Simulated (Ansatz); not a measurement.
## Step by step: TePb, atoms shaken at random, then relaxed in the fixed cell

Theory: DFT, PBEsol, PAW with Ansatz's default frozen-core files, scalar-relativistic (Ansatz 0.2.0).

Command: `ansatz run input.yaml --threads 1 --pin off --max-ram 2048MiB --backend cpu --events-out ev --progress --plain --runs-dir out` The run took 53 s on 1 thread of Arm Neoverse V1, with other jobs on the host.

```yaml
crystal:
  lattice:
    - [0.0, 3.231, 3.231]
    - [3.231, 0.0, 3.231]
    - [3.231, 3.231, 0.0]
  atoms:
    - { symbol: Te, position: [0.47294072, 0.47257453, 0.52070413] }
    - { symbol: Pb, position: [-0.00567708, -0.02013826, -0.04827627] }
kpoints:
  mp_grid: { grid: [6, 6, 6] }
scf:
  occupations: { method: fermi_dirac, width: 0.05 }
hamiltonian:
  xc: pbesol
  pseudopotentials: { kind: paw }
output:
  forces: true
  stress: true
  efg: { contact_densities: true }
  write_density: true
  write_potential: true
  elf: true
  volumetric_format: npy
relax:
  f_tol: 0.01
  max_steps: 80
```

Spin–orbit coupling is left out, though it moves levels of the heavy atoms by tenths of an eV or more.

The cell comes from COD entry 1538618, which wasn't checked; take it as a given geometry. The listed cell was then made from it by scaling, straining or moving an atom.

The cutoff is 420 eV; energies and pressures of the walk include the program's estimate of the Pulay term. The PAW files were made with PBE; their cores are remade for this functional.

Each frame lists Cartesian positions (Å) and forces (eV/Å). Free energies count from the first step, -18657.1659 eV.

The walk took 4 evaluations in all; steps that aren't listed are left out.

Step 1: E = 0.0 meV

```
Te    3.2093    3.2105    3.0550    -0.220  -0.150   0.078
Pb   -0.2210   -0.1743   -0.0834     0.220   0.150  -0.078
```

Step 2:

```
Te    3.1726    3.1842    3.0693
Pb   -0.1843   -0.1480   -0.0978
```

Give the energy and forces of step 2.

E = -17.5 meV
```
Te    3.1726    3.1842    3.0693    -0.082  -0.061   0.036
Pb   -0.1843   -0.1480   -0.0978     0.081   0.061  -0.036
```

How does the relaxation end?

It converges, with a = 4.569 Å, b = 4.569 Å, c = 4.569 Å, α = 60.00°, β = 60.00°, γ = 60.00° for the cell as listed; within 0.05 Å it has space group Fm-3m; smaller departures are within what the tolerances leave open. The last solve (at the final positions) gives E = -24.1 meV:
```
Te    3.1190    3.1404    3.0974    -0.005  -0.003   0.002
Pb   -0.1308   -0.1042   -0.1258     0.005   0.003  -0.002
```
